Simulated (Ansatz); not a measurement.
# GaSb: a line through an energy map

How does the energy of GaSb (Immm, No. 71; 2 atoms in the cell) vary with volume per atom, at stretch along a over the lengths across it = 1.055?

Method: DFT PBE, scalar-relativistic, plane waves, PAW, in Ansatz 0.2.0.

20 further runs of the same task are left out: 1 that didn't finish, 19 set aside as unsound or not needed. Runs told in other sessions of the task aren't counted.

### Step 1. Starting point

Symmetry: Immm, No. 71, orthorhombic system. Conventional cell: a = 3.212 Å, b = 5.190 Å, c = 5.766 Å, α = 90.00°, β = 90.00°, γ = 90.00°. Ga (site symmetry mmm) has 6 Sb at 2.88 to 3.05 Å and 2 Ga at 3.21 Å in its first shell of neighbours. Around Sb (site symmetry mmm) lie 6 Ga at 2.88 to 3.05 Å and 2 Sb at 3.21 Å.

Coordinates:

```cif
data_structure
_symmetry_space_group_name_H-M 'P 1'
_symmetry_Int_Tables_number 1
_cell_length_a 4.1980
_cell_length_b 4.1980
_cell_length_c 4.1980
_cell_angle_alpha 135.020
_cell_angle_beta 103.645
_cell_angle_gamma 93.253
_cell_volume 48.05
loop_
_atom_site_label
_atom_site_type_symbol
_atom_site_fract_x
_atom_site_fract_y
_atom_site_fract_z
_atom_site_occupancy
Ga1 Ga 0.00000 0.00000 0.00000 1
Sb1 Sb 0.50000 0.50000 0.00000 1
```

It goes back to an entry of the Materials Project, which need not be the stable form.

This cell was relaxed beforehand with the same method: volume 24.02 Å³/atom, gap on the mesh none (metal).

### Step 2. The scan

The energy is mapped over volume and the cell's shape.

The axes are (1) volume per atom: 7 values from 20.18 to 27.87 Å³; (2) stretch along a over the lengths across it, relative to the relaxed cell: 7 values from 0.923 to 1.083.

Nothing else is relaxed (symmetry fixes all fractional coordinates). Energies count from the relaxed crystal. Points are written as (first, second).

### Step 3. The run at (20.18 Å³, 1.055)

The input, input.yaml:

```yaml
crystal:
  lattice:
    - [-1.5701065132, 2.4050419314, 2.6721505264]
    - [1.5701065132, -2.4050419314, 2.6721505264]
    - [1.5701065132, 2.4050419314, -2.6721505264]
  atoms:
    - { symbol: Ga, position: [0.0, 0.0, 0.0] }
    - { symbol: Sb, position: [0.5, 0.5, 0.0] }
basis:
  ecutwfc: 420
kpoints:
  mp_grid: { grid: [18, 18, 18] }
hamiltonian:
  xc: pbe
  pseudopotentials: { kind: paw, azcp: { folder: soft_1 } }
scf:
  occupations: { method: gaussian, width: 0.15 }
output:
  forces: true
  stress: true
  eigenvalues: true
```

Command:

```console
ansatz run input.yaml --threads 2 --pin off --max-ram 4096MiB --backend cpu --events-out ev --progress --plain --runs-dir out
```

What it wrote (excerpt; [...] marks lines left out):

```text
Warning: RAYON_NUM_THREADS=2 ignored (pool sized by the plan → 2); use --threads N
[...]
Pseudopotentials: kind: paw
Pseudopotential: Ga, paw, valence charge 13, recommended cutoff 420 eV (normal), <dir>
Pseudopotential: Sb, paw, valence charge 15, recommended cutoff 420 eV (normal), <dir>
Functional definition: PBE
[...]
Crystal: 2 atoms, lattice volume = 40.362 Å³
Basis set: ecut = 420 eV, 789 PW (Γ), exchange–correlation on 54×54×54 points (8 copies of the dense FFT grid, shifted against one another)
Bands: 18, of which v1, the nominal top of the filled ones, is band 14 counted from 1 (13 counted from 0)
Symmetry: 8 space group operations
Space group: Immm (ITA 71), of the structure as read, at distance tolerance 3.4e-5 Å
k-points: 865 of 5832
[...]
SCF iter   1: F=—  HF=-10267.283965 eV  |F-HF|=—  |Δ(HF+E_count)|=         —  Δρ=2.77e-2  dr2=2.36e-1  ethr=3.10e-3  ⟨swp⟩=5.9  Hψ=77547  notcnv=0
[...]
SCF iter   8: F=-10267.233043 eV  HF=-10267.233043 eV  |F-HF|=3.09e-9  |Δ(HF+E_count)|=   2.58e-8  Δρ=6.51e-6  dr2=1.28e-8  ethr=3.57e-10  ⟨swp⟩=6.8  Hψ=74370  notcnv=0
[...]
SCF converged after 8 iterations
Free energy (F): -10267.233043 eV
[...]
E sigma→0 (E₀):  -10267.228652 eV
Entropy (-TS):   -0.008781 eV (-4.390 meV/atom)
Fermi energy:    12.987672 eV
[...]
--- Forces (eV/Å), atoms counted from 1 ---
  atom   1  Ga     0.00000000     0.00000000    -0.00000000
  atom   2  Sb    -0.00000000     0.00000000    -0.00000000
[...]
--- Stress (GPa, compression-positive) ---
       10.880162       0.000000      -0.000000
        0.000000      13.411715      -0.000000
       -0.000000      -0.000000      18.246317
  P = ⅓ Tr σ = 14.1794 GPa (141.794 kbar)
--- Band table (eV; the first three rows and the last of 865) ---
  k-point 0: bands = ["-16.3037", "-16.2027", "-16.1839", "-16.1829", "-16.1814", "-2.2281", "-2.1493", "-2.1412", "-2.1227", "-2.0871", "-0.4158", "10.7914", "11.2780", "11.4641", "16.4644", "17.7270", "20.5443", "20.5730"]
[...]
```

Wall time 12 s (2 threads of Intel Xeon Platinum 8488C (Sapphire Rapids), shared host); peak memory 0.8 GiB.

On the map this point reads 152 meV/atom.

### Step 4. Grid point (22.74 Å³, 1.055)

input.yaml, as its differences from that of step 3:

```diff
@@ -2,5 +2,5 @@
   lattice:
-    - [-1.5701065132, 2.4050419314, 2.6721505264]
-    - [1.5701065132, -2.4050419314, 2.6721505264]
-    - [1.5701065132, 2.4050419314, -2.6721505264]
+    - [-1.6339200603, 2.5027896035, 2.7807542434]
+    - [1.6339200603, -2.5027896035, 2.7807542434]
+    - [1.6339200603, 2.5027896035, -2.7807542434]
   atoms:
@@ -21 +21,5 @@
   eigenvalues: true
+  write_density: true
+  write_potential: true
+  elf: true
+  volumetric_format: npy
```

Command:

```console
ansatz run input.yaml --threads 2 --pin off --max-ram 4096MiB --backend cpu --events-out ev --progress --plain --runs-dir out
```

What it wrote (excerpt; [...] marks lines left out):

```text
Warning: RAYON_NUM_THREADS=2 ignored (pool sized by the plan → 2); use --threads N
[...]
[... 4 set-up lines as earlier in the session ...]
[...]
Crystal: 2 atoms, lattice volume = 45.486 Å³
Basis set: ecut = 420 eV, 893 PW (Γ), exchange–correlation on 60×60×60 points (8 copies of the dense FFT grid, shifted against one another)
Bands: 18, of which v1, the nominal top of the filled ones, is band 14 counted from 1 (13 counted from 0)
[... 1 set-up line as earlier in the session ...]
Space group: Immm (ITA 71), of the structure as read, at distance tolerance 3.6e-5 Å
k-points: 865 of 5832
[...]
SCF iter   1: F=—  HF=-10267.557701 eV  |F-HF|=—  |Δ(HF+E_count)|=         —  Δρ=2.49e-2  dr2=2.31e-1  ethr=3.10e-3  ⟨swp⟩=5.8  Hψ=76753  notcnv=0
[...]
SCF iter   8: F=-10267.498470 eV  HF=-10267.498470 eV  |F-HF|=1.04e-9  |Δ(HF+E_count)|=   1.33e-7  Δρ=6.52e-6  dr2=1.71e-8  ethr=3.57e-10  ⟨swp⟩=10.8  Hψ=121845  notcnv=0
[...]
SCF converged after 8 iterations
Free energy (F): -10267.498470 eV
[...]
E sigma→0 (E₀):  -10267.494105 eV
Entropy (-TS):   -0.008731 eV (-4.366 meV/atom)
Fermi energy:    10.986203 eV
[...]
--- Forces (eV/Å), atoms counted from 1 ---
  atom   1  Ga    -0.00000000     0.00000000     0.00000000
  atom   2  Sb     0.00000000    -0.00000000     0.00000000
[...]
--- Stress (GPa, compression-positive) ---
        1.500141       0.000000       0.000000
        0.000000       2.952680      -0.000000
        0.000000      -0.000000       6.028121
  P = ⅓ Tr σ = 3.4936 GPa (34.936 kbar)
--- Band table (eV; the first three rows and the last of 865) ---
  k-point 0: bands = ["-18.0977", "-18.0271", "-18.0173", "-18.0006", "-17.9998", "-4.0119", "-3.9420", "-3.9411", "-3.9394", "-3.9086", "-1.3824", "8.9524", "9.1373", "9.5342", "14.6880", "15.1308", "17.9979", "18.0294"]
[...]
```

It took 16 s on 2 threads of Intel Xeon Platinum 8488C (Sapphire Rapids), shared host; peak memory 0.84 GiB.

The maps below are laid out on this run's own conventional cell (a, b, c = 3.268, 5.006, 5.562 Å).

Density in a lattice plane of the grid's cell (edges 3.27 and 5.56 Å, at 0.000 of the third edge), which holds Ga and Sb.

Ten even steps from '0' (0.06 e/Å³) to '9' (50.66 e/Å³):
```
42000000000002
00000000000000
00000000000000
00000000000000
00000000000000
00000000000000
00000000000000
00000000000000
21000000000001
32100000000012
21000000000001
00000000000000
00000000000000
00000000000000
00000000000000
00000000000000
00000000000000
00000000000000
42000000000002
95100000000015
```
Columns run along the first of these edges and rows up along the second, over one cell in 14 and 20 even steps from the bottom left corner. Atoms in the plane (fractional): Ga at (0.00, 0.00), Sb at (0.00, 0.50).

ELF in the same plane.

Values, 12 rows by 8 columns:
```
0.09 0.18 0.29 0.28 0.19 0.28 0.29 0.18
0.34 0.34 0.34 0.20 0.10 0.20 0.34 0.34
0.62 0.58 0.41 0.16 0.08 0.16 0.41 0.58
0.42 0.45 0.47 0.32 0.18 0.32 0.47 0.45
0.09 0.19 0.39 0.44 0.33 0.44 0.39 0.19
0.10 0.06 0.34 0.45 0.40 0.45 0.34 0.06
0.09 0.19 0.39 0.44 0.33 0.44 0.39 0.19
0.42 0.45 0.47 0.32 0.18 0.32 0.47 0.45
0.62 0.58 0.41 0.16 0.08 0.16 0.41 0.58
0.34 0.34 0.34 0.20 0.10 0.20 0.34 0.34
0.09 0.18 0.29 0.28 0.19 0.28 0.29 0.18
0.41 0.05 0.28 0.29 0.23 0.29 0.28 0.05
```
Columns run along the first of these edges and rows up along the second, over one cell in 8 and 12 even steps from the bottom left corner. Atoms in the plane (fractional): Ga at (0.00, 0.00), Sb at (0.00, 0.50).

Both are smooth fields of the valence electrons: close to the nuclei they are not physical.

Maxima of ELF outside the ion cores: 0.62 on the Sb–Ga line, 1.4 Å from Sb; 0.55 beside Sb, off the lines to its neighbours, 1.3 Å from Sb.

Energy on the map's scale: 20 meV/atom.

### Step 5. The run at (24.02 Å³, 1.055)

The input, input.yaml:

```yaml
crystal:
  lattice:
    - [-1.664056276, 2.5489513523, 2.832042805]
    - [1.664056276, -2.5489513523, 2.832042805]
    - [1.664056276, 2.5489513523, -2.832042805]
  atoms:
    - { symbol: Ga, position: [0.0, 0.0, 0.0] }
    - { symbol: Sb, position: [0.5, 0.5, 0.0] }
basis:
  ecutwfc: 420
kpoints:
  mp_grid: { grid: [18, 18, 18] }
hamiltonian:
  xc: pbe
  pseudopotentials: { kind: paw, azcp: { folder: soft_1 } }
scf:
  occupations: { method: gaussian, width: 0.15 }
output:
  forces: true
  stress: true
  eigenvalues: true
```

Command:

```console
ansatz run input.yaml --threads 2 --pin off --max-ram 4096MiB --backend cpu --events-out ev --progress --plain --runs-dir out
```

What it wrote (excerpt; [...] marks lines left out):

```text
Warning: RAYON_NUM_THREADS=2 ignored (pool sized by the plan → 2); use --threads N
[...]
[... 4 set-up lines as earlier in the session ...]
[...]
Crystal: 2 atoms, lattice volume = 48.050 Å³
Basis set: ecut = 420 eV, 921 PW (Γ), exchange–correlation on 60×60×60 points (8 copies of the dense FFT grid, shifted against one another)
Bands: 18, of which v1, the nominal top of the filled ones, is band 14 counted from 1 (13 counted from 0)
[... 2 set-up lines as earlier in the session ...]
k-points: 865 of 5832
[...]
SCF iter   1: F=—  HF=-10267.588373 eV  |F-HF|=—  |Δ(HF+E_count)|=         —  Δρ=2.38e-2  dr2=2.30e-1  ethr=3.10e-3  ⟨swp⟩=5.8  Hψ=76560  notcnv=0
[...]
SCF iter   8: F=-10267.526345 eV  HF=-10267.526345 eV  |F-HF|=5.68e-10  |Δ(HF+E_count)|=   1.48e-7  Δρ=5.99e-6  dr2=1.88e-8  ethr=3.57e-10  ⟨swp⟩=6.8  Hψ=73943  notcnv=0
[...]
SCF converged after 8 iterations
Free energy (F): -10267.526345 eV
[...]
E sigma→0 (E₀):  -10267.521729 eV
Entropy (-TS):   -0.009232 eV (-4.616 meV/atom)
Fermi energy:    10.139517 eV
[...]
--- Forces (eV/Å), atoms counted from 1 ---
  atom   1  Ga     0.00000000     0.00000000     0.00000000
  atom   2  Sb     0.00000000     0.00000000     0.00000000
[...]
--- Stress (GPa, compression-positive) ---
       -1.397688       0.000000       0.000000
        0.000000      -0.238514       0.000000
        0.000000       0.000000       2.127455
  P = ⅓ Tr σ = 0.1638 GPa (1.638 kbar)
--- Band table (eV; the first three rows and the last of 865) ---
  k-point 0: bands = ["-18.8671", "-18.8066", "-18.8006", "-18.7782", "-18.7778", "-4.7801", "-4.7185", "-4.7137", "-4.7128", "-4.6894", "-1.7947", "7.8886", "8.4396", "8.7990", "13.9408", "14.0331", "16.9037", "16.9513"]
[...]
```

It took 15 s on 2 threads of Intel Xeon Platinum 8488C (Sapphire Rapids), shared host; peak memory 0.88 GiB.

Energy on the map's scale: 6 meV/atom.

### Step 6. The run at (25.31 Å³, 1.055)

input.yaml, as its differences from that of step 5:

```diff
@@ -2,5 +2,5 @@
   lattice:
-    - [-1.664056276, 2.5489513523, 2.832042805]
-    - [1.664056276, -2.5489513523, 2.832042805]
-    - [1.664056276, 2.5489513523, -2.832042805]
+    - [-1.693126429, 2.5934801383, 2.8815170439]
+    - [1.693126429, -2.5934801383, 2.8815170439]
+    - [1.693126429, 2.5934801383, -2.8815170439]
   atoms:
```

Command:

```console
ansatz run input.yaml --threads 2 --pin off --max-ram 4096MiB --backend cpu --events-out ev --progress --plain --runs-dir out
```

What it wrote (excerpt; [...] marks lines left out):

```text
Warning: RAYON_NUM_THREADS=2 ignored (pool sized by the plan → 2); use --threads N
[...]
[... 4 set-up lines as earlier in the session ...]
[...]
Crystal: 2 atoms, lattice volume = 50.612 Å³
Basis set: ecut = 420 eV, 981 PW (Γ), exchange–correlation on 60×60×60 points (8 copies of the dense FFT grid, shifted against one another)
Bands: 18, of which v1, the nominal top of the filled ones, is band 14 counted from 1 (13 counted from 0)
[... 1 set-up line as earlier in the session ...]
Space group: Immm (ITA 71), of the structure as read, at distance tolerance 3.7e-5 Å
k-points: 865 of 5832
[...]
SCF iter   1: F=—  HF=-10267.572761 eV  |F-HF|=—  |Δ(HF+E_count)|=         —  Δρ=2.28e-2  dr2=2.30e-1  ethr=3.10e-3  ⟨swp⟩=5.7  Hψ=76167  notcnv=0
[...]
SCF iter   8: F=-10267.508494 eV  HF=-10267.508494 eV  |F-HF|=2.48e-8  |Δ(HF+E_count)|=   1.29e-7  Δρ=7.81e-6  dr2=4.41e-8  ethr=3.57e-10  ⟨swp⟩=7.3  Hψ=76184  notcnv=0
[...]
SCF converged after 8 iterations
Free energy (F): -10267.508494 eV
[...]
E sigma→0 (E₀):  -10267.503581 eV
Entropy (-TS):   -0.009826 eV (-4.913 meV/atom)
Fermi energy:    9.374150 eV
[...]
--- Forces (eV/Å), atoms counted from 1 ---
  atom   1  Ga     0.00000000     0.00000000     0.00000000
  atom   2  Sb     0.00000000     0.00000000     0.00000000
[...]
--- Stress (GPa, compression-positive) ---
       -3.541750       0.000000       0.000000
        0.000000      -2.506711       0.000000
        0.000000       0.000000      -0.763711
  P = ⅓ Tr σ = -2.2707 GPa (-22.707 kbar)
--- Band table (eV; the first three rows and the last of 865) ---
  k-point 0: bands = ["-19.5659", "-19.5129", "-19.5105", "-19.4832", "-19.4832", "-5.4788", "-5.4259", "-5.4156", "-5.4137", "-5.3984", "-2.1697", "6.9300", "7.8119", "8.1372", "13.0439", "13.2691", "15.9145", "15.9719"]
[...]
```

It took 16 s on 2 threads of Intel Xeon Platinum 8488C (Sapphire Rapids), shared host; peak memory 0.91 GiB.

On the map this point reads 15 meV/atom.

### Step 7. Point (26.59 Å³, 1.055)

input.yaml, as its differences from that of step 6:

```diff
@@ -2,5 +2,5 @@
   lattice:
-    - [-1.693126429, 2.5934801383, 2.8815170439]
-    - [1.693126429, -2.5934801383, 2.8815170439]
-    - [1.693126429, 2.5934801383, -2.8815170439]
+    - [-1.7212264036, 2.6365228343, 2.9293401447]
+    - [1.7212264036, -2.6365228343, 2.9293401447]
+    - [1.7212264036, 2.6365228343, -2.9293401447]
   atoms:
```

Command:

```console
ansatz run input.yaml --threads 2 --pin off --max-ram 4096MiB --backend cpu --events-out ev --progress --plain --runs-dir out
```

What it wrote (excerpt; [...] marks lines left out):

```text
[...]
SCF converged after 8 iterations
Free energy (F): -10267.457170 eV
[...]
E sigma→0 (E₀):  -10267.452054 eV
Entropy (-TS):   -0.010234 eV (-5.117 meV/atom)
Fermi energy:    8.681730 eV
[...]
--- Forces (eV/Å), atoms counted from 1 ---
  atom   1  Ga     0.00000000     0.00000000     0.00000000
  atom   2  Sb     0.00000000     0.00000000    -0.00000000
[...]
--- Stress (GPa, compression-positive) ---
       -5.104477       0.000000       0.000000
        0.000000      -4.149747       0.000000
        0.000000       0.000000      -2.917488
  P = ⅓ Tr σ = -4.0572 GPa (-40.572 kbar)
--- Band table (eV; the first three rows and the last of 865) ---
  k-point 0: bands = ["-20.2030", "-20.1568", "-20.1555", "-20.1253", "-20.1248", "-6.1175", "-6.0714", "-6.0567", "-6.0542", "-6.0455", "-2.5132", "6.0625", "7.2439", "7.5381", "12.1483", "12.6616", "15.0157", "15.0782"]
[...]
```

It took 18 s on 2 threads of Intel Xeon Platinum 8488C (Sapphire Rapids), shared host; peak memory 0.92 GiB.

That is 40 meV/atom from the zero.

### Step 8. Point (27.87 Å³, 1.055)

input.yaml, as its differences from that of step 7:

```diff
@@ -2,5 +2,5 @@
   lattice:
-    - [-1.7212264036, 2.6365228343, 2.9293401447]
-    - [1.7212264036, -2.6365228343, 2.9293401447]
-    - [1.7212264036, 2.6365228343, -2.9293401447]
+    - [-1.7484585839, 2.6782362689, 2.9756863538]
+    - [1.7484585839, -2.6782362689, 2.9756863538]
+    - [1.7484585839, 2.6782362689, -2.9756863538]
   atoms:
```

Command:

```console
ansatz run input.yaml --threads 2 --pin off --max-ram 4096MiB --backend cpu --events-out ev --progress --plain --runs-dir out
```

What it wrote (excerpt; [...] marks lines left out):

```text
[...]
SCF converged after 9 iterations
Free energy (F): -10267.381226 eV
[...]
E sigma→0 (E₀):  -10267.375911 eV
Entropy (-TS):   -0.010630 eV (-5.315 meV/atom)
Fermi energy:    8.054436 eV
[...]
--- Forces (eV/Å), atoms counted from 1 ---
  atom   1  Ga     0.00000000     0.00000000     0.00000000
  atom   2  Sb     0.00000000     0.00000000    -0.00000000
[...]
--- Stress (GPa, compression-positive) ---
       -6.217740       0.000000       0.000000
        0.000000      -5.350364       0.000000
        0.000000       0.000000      -4.526352
  P = ⅓ Tr σ = -5.3648 GPa (-53.648 kbar)
--- Band table (eV; the first three rows and the last of 865) ---
  k-point 0: bands = ["-20.7867", "-20.7480", "-20.7432", "-20.7129", "-20.7119", "-6.7041", "-6.6636", "-6.6451", "-6.6424", "-6.6391", "-2.8300", "5.2735", "6.7270", "6.9928", "11.3330", "12.1090", "14.1945", "14.2587"]
[...]
```

Wall time 18 s (2 threads of Intel Xeon Platinum 8488C (Sapphire Rapids), shared host); peak memory 0.95 GiB.

Energy on the map's scale: 78 meV/atom.

### Step 9. What came out

| volume per atom (Å³) | step | energy (meV/atom) | slope (meV/atom per Å³) | pressure (GPa) |
| --- | --- | --- | --- | --- |
| 20.18 | 3 | 152 | −88 | 14.2 |
| 21.46 | – | 65 | −50 | 8.0 |
| 22.74 | 4 | 20 | −22 | 3.5 |
| 24.02 | 5 | 6 | −1 | 0.2 |
| 25.31 | 6 | 15 | 14 | −2.3 |
| 26.59 | 7 | 40 | 25 | −4.1 |
| 27.87 | 8 | 78 | 33 | −5.4 |

Energies count from the relaxed crystal. Rows without a step come from runs not printed here or follow by symmetry. Slopes come from the forces (and the stress, where the cell changes), not from differences of energies.

Of the points computed the energy is lowest at 24.02 Å³, 6 meV/atom from the zero. A fit to energies and slopes at the lowest point and its two neighbours puts the minimum at 24.101 Å³, with a curvature of about 14 meV/atom per (Å³)². V·d²E/dV² there is about 52 GPa, a bulk modulus under this line's constraint. The well is lopsided: two grid steps out, the energy rises by 59 meV/atom towards smaller values and 35 meV/atom towards larger ones. The highest point computed, at 20.18 Å³, lies 147 meV/atom above the lowest. This is one cut through a surface in two coordinates; the map's lowest point lies off it. The runs treat Sb without spin-orbit coupling.
